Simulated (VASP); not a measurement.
Here is a VASP 6.6.1 calculation.

INCAR

```
SYSTEM = BeTe
PREC = Accurate
ENCUT = 520
EDIFF = 1E-6
ISMEAR = 0
SIGMA = 0.012
LREAL = .FALSE.
LASPH = .TRUE.
NELM = 100
ALGO = Fast
ISIF = 2
LWAVE = .FALSE.
LCHARG = .FALSE.
GGA = PE
NBANDS = 11
```

Contents of KPOINTS:

```
regular mesh
0
G
  8 8 8
  0 0 0
```

POSCAR

```
BeTe
1.0
    0.0000000000      2.7700000000      2.7700000000
    2.7700000000      0.0000000000      2.7700000000
    2.7700000000      2.7700000000      0.0000000000
Te Be
1 1
Direct
    0.7500000000      0.7500000000      0.7500000000
    0.0000000000      0.0000000000      0.0000000000
```

Potentials or basis: VASP PAW PBE potentials, release 64 (Te, Be).

Command:

```console
$ cat potpaw_PBE.64/Te/POTCAR potpaw_PBE.64/Be/POTCAR > POTCAR
$ mpirun -np 1 vasp_std > vasp.out
```

Question: Estimate the pressure.

Answer: 4.5 GPa.

Question: Predict the band gap on the k mesh.

Answer: 1.85 eV, indirect (least direct gap 3.56 eV).

Caveat: spin-orbit coupling is left out, which moves the levels of the heavy elements. Expect the measured gap to be larger: semilocal functionals such as PBE lack the derivative discontinuity.
